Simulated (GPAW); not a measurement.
# Quasiparticle gap of KF (Carobbiite) in GPAW

Aim: the G0W0 gap of KF (Carobbiite) on PBE, step by step.

Main program and level: GPAW 26.7.0; PBE and many-body steps on it, plane waves.

Most raw output is cut from this account.

### Step 1. The structure

The structure is cubic, space group Fm-3m (No. 225). Conventional cell: a = 5.344 Å, b = 5.344 Å, c = 5.344 Å, α = 90.00°, β = 90.00°, γ = 90.00°. K has 6 F at 2.67 Å nearest. Nearest to F lie 6 K at 2.67 Å. Farther neighbours and most contacts between anions are not listed.

The cell and positions come from the Crystallography Open Database and are kept as given unless a step says otherwise.

### Step 2. Ground state

This step: GPAW 26.7.0; DFT, PBE, plane waves, PAW.

The ground-state density comes first.

Contents of run.py:

```python
import json
import numpy as np
from gpaw.mpi import world
from ase import Atoms
from gpaw import GPAW, PW, FermiDirac

atoms = Atoms(['K', 'F'],
    cell=[[0.0000000000, 2.6718500000, 2.6718500000],
      [2.6718500000, 0.0000000000, 2.6718500000],
      [2.6718500000, 2.6718500000, 0.0000000000]],
    scaled_positions=[[0.0000000000, 0.0000000000, 0.0000000000],
      [0.5000000000, 0.5000000000, 0.5000000000]],
    pbc=(True, True, True))
calc = GPAW(mode=PW(600),
    xc='PBE',
    kpts={'size': (8, 8, 8), 'gamma': True},
    occupations=FermiDirac(0.001),
    nbands=-7,
    convergence={'density': 1e-6, 'bands': -3},
    maxiter=100,
    txt='gs.txt')
atoms.calc = calc
res = {'energy': atoms.get_potential_energy()}
kpts = calc.get_ibz_k_points()
res['kpts'] = kpts
res['eigenvalues'] = [calc.get_eigenvalues(kpt=k) for k in range(len(kpts))]
res['n_electrons'] = calc.get_number_of_electrons()
calc.write('gs.gpw')

if world.rank == 0:
    with open('result.json', 'w') as f:
        json.dump(res, f, default=lambda x: x.tolist())
```

Run with:

```
mpirun -n 4 gpaw python run.py
```

The job ended after 8.7 s (4 MPI ranks of Intel Xeon Platinum 8375C at 2.90GHz (Ice Lake), shared host; peak memory 0.66 GiB).

Numbers from this step:

| Property | Result |
| --- | --- |
| total energy | -8.395 eV |
| gap | 6.182 eV |
| k of the valence top | 0, 0, 0 |
| k of the conduction bottom | 0, 0, 0 |
| least direct gap | 6.182 eV |

The gap is direct, at Γ.

### Step 3. Bands along the symmetry lines

Levels along a band path, at the cheap level, show where the edges lie and whether the meshes to come will hold them.

Contents of run.py:

```python
import json
import numpy as np
from gpaw.mpi import world
from gpaw import GPAW

path = [[0.000000, 0.000000, 0.000000],
    [0.062500, 0.000000, 0.062500],
    [0.125000, 0.000000, 0.125000],
    [0.187500, 0.000000, 0.187500],
    [0.250000, 0.000000, 0.250000],
    [0.312500, 0.000000, 0.312500],
    [0.375000, 0.000000, 0.375000],
    [0.437500, 0.000000, 0.437500],
    [0.500000, 0.000000, 0.500000],
    [0.515625, 0.031250, 0.515625],
    [0.531250, 0.062500, 0.531250],
    [0.546875, 0.093750, 0.546875],
    [0.562500, 0.125000, 0.562500],
    [0.578125, 0.156250, 0.578125],
    [0.593750, 0.187500, 0.593750],
    [0.609375, 0.218750, 0.609375],
    [0.625000, 0.250000, 0.625000],
    [0.375000, 0.375000, 0.750000],
    [0.328125, 0.328125, 0.656250],
    [0.281250, 0.281250, 0.562500],
    [0.234375, 0.234375, 0.468750],
    [0.187500, 0.187500, 0.375000],
    [0.140625, 0.140625, 0.281250],
    [0.093750, 0.093750, 0.187500],
    [0.046875, 0.046875, 0.093750],
    [0.000000, 0.000000, 0.000000],
    [0.062500, 0.062500, 0.062500],
    [0.125000, 0.125000, 0.125000],
    [0.187500, 0.187500, 0.187500],
    [0.250000, 0.250000, 0.250000],
    [0.312500, 0.312500, 0.312500],
    [0.375000, 0.375000, 0.375000],
    [0.437500, 0.437500, 0.437500],
    [0.500000, 0.500000, 0.500000],
    [0.500000, 0.468750, 0.531250],
    [0.500000, 0.437500, 0.562500],
    [0.500000, 0.406250, 0.593750],
    [0.500000, 0.375000, 0.625000],
    [0.500000, 0.343750, 0.656250],
    [0.500000, 0.312500, 0.687500],
    [0.500000, 0.281250, 0.718750],
    [0.500000, 0.250000, 0.750000],
    [0.500000, 0.218750, 0.718750],
    [0.500000, 0.187500, 0.687500],
    [0.500000, 0.156250, 0.656250],
    [0.500000, 0.125000, 0.625000],
    [0.500000, 0.093750, 0.593750],
    [0.500000, 0.062500, 0.562500],
    [0.500000, 0.031250, 0.531250],
    [0.500000, 0.000000, 0.500000]]
calc = GPAW('gs.gpw').fixed_density(kpts=path,
    symmetry='off',
    nbands=18,
    convergence={'bands': 14},
    txt='bands.txt')
res = {}
kpts = calc.get_ibz_k_points()
res['kpts'] = kpts
res['eigenvalues'] = [calc.get_eigenvalues(kpt=k) for k in range(len(kpts))]
res['n_electrons'] = calc.get_number_of_electrons()

if world.rank == 0:
    with open('result.json', 'w') as f:
        json.dump(res, f, default=lambda x: x.tolist())
```

Run with:

```
mpirun -n 4 gpaw python run.py
```

Wall time 8 s (4 MPI ranks); peak memory 0.7 GiB.

This step gave:

* gap: 6.182 eV
* k of the valence top: 0, 0, 0
* k of the conduction bottom: 0, 0, 0
* least direct gap: 6.182 eV

The gap is 6.182 eV, as in the run before at this level.

Electronic bands along the path, in eV, zero at the top of the highest filled band; v1 is the highest filled band, c1 the lowest empty one:

```csv
point,v4,v3,v2,v1,c1,c2,c3,c4
Γ,-9.38,0.00,0.00,0.00,6.18,10.66,10.66,10.66
halfway,-9.48,-0.49,-0.05,-0.05,7.98,9.17,12.07,12.07
X,-9.59,-0.21,-0.06,-0.06,8.22,10.30,11.80,13.44
halfway,-9.57,-0.21,-0.14,-0.10,8.43,10.52,11.40,13.45
U,-9.53,-0.34,-0.20,-0.19,8.96,10.71,11.04,13.45
jump to K,-9.53,-0.34,-0.20,-0.19,8.96,10.71,11.04,13.45
halfway,-9.39,-0.54,-0.27,-0.08,8.23,9.82,11.59,11.68
Γ,-9.38,0.00,0.00,0.00,6.18,10.66,10.66,10.66
halfway,-9.40,-0.44,-0.18,-0.18,7.69,10.08,11.36,11.36
L,-9.42,-0.79,-0.34,-0.34,9.08,10.59,12.00,12.00
halfway,-9.45,-0.57,-0.28,-0.26,9.41,10.08,11.63,12.62
W,-9.47,-0.40,-0.17,-0.17,9.73,9.73,11.16,13.31
halfway,-9.53,-0.23,-0.21,-0.10,8.64,10.69,11.03,13.43
X,-9.59,-0.21,-0.06,-0.06,8.22,10.30,11.80,13.44
```

### Step 4. Empty states on the mesh, 6×6×6 mesh, 577 bands

The sums over transitions need many empty states on a uniform mesh; this step solves for them.

Contents of run.py:

```python
import json
import numpy as np
from gpaw.mpi import world
from gpaw import GPAW

calc = GPAW('gs.gpw').fixed_density(kpts={'size': (6, 6, 6), 'gamma': True},
    parallel={'domain': 1, 'band': 1},
    txt='nscf.txt')
calc.diagonalize_full_hamiltonian(nbands=577)
calc.write('full.gpw', mode='all')
res = {}
kpts = calc.get_ibz_k_points()
res['kpts'] = kpts
res['eigenvalues'] = [calc.get_eigenvalues(kpt=k) for k in range(len(kpts))]
res['n_electrons'] = calc.get_number_of_electrons()

if world.rank == 0:
    with open('result.json', 'w') as f:
        json.dump(res, f, default=lambda x: x.tolist())
```

Run with:

```
mpirun -n 4 gpaw python run.py
```

Wall time 17 s (4 MPI ranks); peak memory 1.4 GiB.

This step gave:

```
gap                                                           : 6.182 eV
k of the valence top                                          : 0, 0, 0
k of the conduction bottom                                    : 0, 0, 0
least direct gap                                              : 6.182 eV
k points computed                                             : 16
lowest point of the top converged band, above the valence top : 342.3626 eV
```

On this mesh the gap is 6.182 eV.

### Step 5. Screening and self-energy, 6×6×6 mesh, 263 bands, screening to 210 eV

G0W0 replaces the xc potential by the self-energy, built once from these orbitals. Only a window of levels is corrected, while the sums run over the empty bands that the input names.

This step: G0W0 on PBE, plane waves, PAW.

Contents of run.py:

```python
import json
import numpy as np
from gpaw.mpi import world
from gpaw.response.g0w0 import G0W0

gw = G0W0('full.gpw',
    filename='gw',
    kpts=[0],
    bands=(6, 10),
    ecut=210,
    nbands=263,
    integrate_gamma='WS',
    ppa=True)
gw.calculate()
res = {mode: {k: v for k, v in r.items() if k != 'sigma_eskwn'}
       for mode, r in gw.all_results.items()}

if world.rank == 0:
    with open('result.json', 'w') as f:
        json.dump(res, f, default=lambda x: x.tolist())
```

Run with:

```
mpirun -n 4 gpaw python run.py
```

Run time: 6.4 min. Hardware: 4 MPI ranks; peak memory 1.6 GiB; 26 min of CPU time.

This step gave:

* G0W0 gap on the points computed: 9.649 eV
* least direct G0W0 gap on the computed points: 9.649 eV
* Z at the valence top: 0.8030
* Z at the conduction bottom: 0.8994
* starting gap on the mesh: 6.182 eV
* k of the valence top: 0, 0, 0
* k of the conduction bottom: 0, 0, 0

The gap on the mesh goes from 6.18 eV to 9.65 eV, a correction of +3.47 eV.

Limits: finite bands, cutoff and mesh. v1 is the top filled band, c1 the lowest empty one. Levels before and after the correction, in eV, zero at the valence-band top of each column:

```
           conduction bottom  valence top
Kohn-Sham               6.18         0.00
     G0W0               9.65         0.00
```

|  | level | energy (eV) |
| --- | --- | --- |
| Kohn-Sham | Γ v2-v1 | 0.000 |
| Kohn-Sham | Γ c1 | 6.182 |
| Kohn-Sham | Γ c2 | 10.655 |
| G0W0 | Γ v2-v1 | 0.000 |
| G0W0 | Γ c1 | 9.649 |
| G0W0 | Γ c2 | 15.573 |

### Step 6. Where the time went

Times are wall times on 4 MPI ranks of Intel Xeon Platinum 8375C at 2.90GHz (Ice Lake), shared host, good to a factor of about two.

```csv
step,time,share,memory (GiB)
ground state,8.7 s,2 %,0.66
bands along the symmetry lines,8 s,2 %,0.7
empty states on the mesh,17 s,4 %,1.4
screening and self-energy,6.4 min,92 %,1.6
```

### Step 7. Summary of results

* PBE gap: 6.18 eV, direct
* G0W0 gap on the mesh: 9.65 eV
* GW settings: 6×6×6 mesh, 263 bands, screening to 210 eV, Godby-Needs plasmon pole
* known limits: not at the basis limit

What this shows: G0W0 moves the gap on the mesh from 6.18 eV to 9.65 eV (+3.47 eV), with Z of 0.80 and 0.90 at the edges. Only 1 of the mesh's irreducible points was corrected, so a valley elsewhere could overtake. The dearest step here is «screening and self-energy». Bands and cutoff are finite, so the gap is not at the basis limit. The miss can reach some tenths of an eV and take either sign; the mesh is an error of its own. These stock PAW sets were not made for GW. In the G0W0 run levels were corrected at 1 k point alone, so a gap called «on the mesh» is the least over those, and an edge elsewhere would be missed.

[Paths, hosts, dates, memory and timing lines, banners, echoed tables and standing remarks are left out of the program output.]

[Logs are printed without paths, hosts, clocks, repeated set-up lines and the standing remarks that a program may print on its own settings, such as how far it seeks lower states.]

[Runs of the session that timed out or met a known fault of the program may be left out.]

[Hosts, paths, dates, database ids (printed as entryN), source tags and the programs' standing remarks are cut or masked in the printed files.]
